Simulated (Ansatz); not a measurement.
**MoS2, one cell by several methods**

```xyz
6
Lattice="3.1610 0.0316 0.0316 -1.5531 2.7217 0.0116 0.1230 0.1230 12.2950" Properties=species:S:1:pos:R:3 pbc="T T T"
Mo    0.0490    1.8557    3.0920
Mo    1.6818    1.0205    9.2462
S     0.0954    1.9022    7.7334
S     1.6053    0.9440    1.5925
S     0.1255    1.9323   10.7456
S     1.6354    0.9741    4.6048
```

Atom numbers follow the list: Mo1, Mo2, S3, S4, S5, S6.

The conventional cell has a = 3.134 Å, b = 3.161 Å, c = 12.296 Å, α = 91.15°, β = 90.43°, γ = 119.13°. Mo (atom 1) has 6 S at 2.34 to 2.41 Å as nearest neighbours. S (atom 3) is surrounded by 3 Mo at 2.35 to 2.39 Å. S (atom 4) is surrounded by 3 Mo at 2.34 to 2.41 Å.

The geometry is COD entry 9007660, unchecked; take it as a test cell. The listed cell was then made from it by scaling, straining or moving an atom.

Levels of theory: DFT, PBE, PAW with Ansatz's default frozen-core files, scalar-relativistic (Ansatz 0.2.0); DFT, PBE, all-electron PAW with datasets made for the crystal, scalar-relativistic (Ansatz 0.2.0); DFT, PBE, all-electron LAPW, scalar-relativistic (Ansatz 0.2.0).

For PAW: a Γ-centred 10×10×3 k mesh, Fermi–Dirac smearing of 0.03 eV, cutoff 420 eV, no spin polarisation. The crystal-made all-electron datasets (AE datasets) take a cutoff of 300 eV at this cell. LAPW targets a basis error of 1 meV/atom. The Ansatz runs share mesh, smearing and spin set-up. Plane-wave (PAW) pressures include the program's estimate of the Pulay term.

Stress and pressure are positive in compression.

The change that made this cell: equal xy, yz and zx engineering shear strains of +2 %.

```csv
quantity,PAW,AE datasets,LAPW
pressure (GPa),9.10,9.12,9.12
stress xx (GPa),6.88,6.90,6.90
stress yy (GPa),6.91,6.93,6.94
stress zz (GPa),13.52,13.54,13.54
stress yz (GPa),-3.03,-3.03,-3.03
stress xz (GPa),-3.03,-3.03,-3.03
stress xy (GPa),-1.75,-1.75,-1.75
"force on Mo1, x (eV/Å)",-0.151,-0.151,-0.151
"force on S3, z (eV/Å)",-1.223,-1.225,-1.224
"force on S4, z (eV/Å)",-1.256,-1.257,-1.257
band gap (eV),0.829,0.834,0.834
```

PAW's pressure differs from the LAPW value by -0.02 GPa. Datasets made for the crystal and LAPW share parts of one code, so their agreement isn't an independent check.
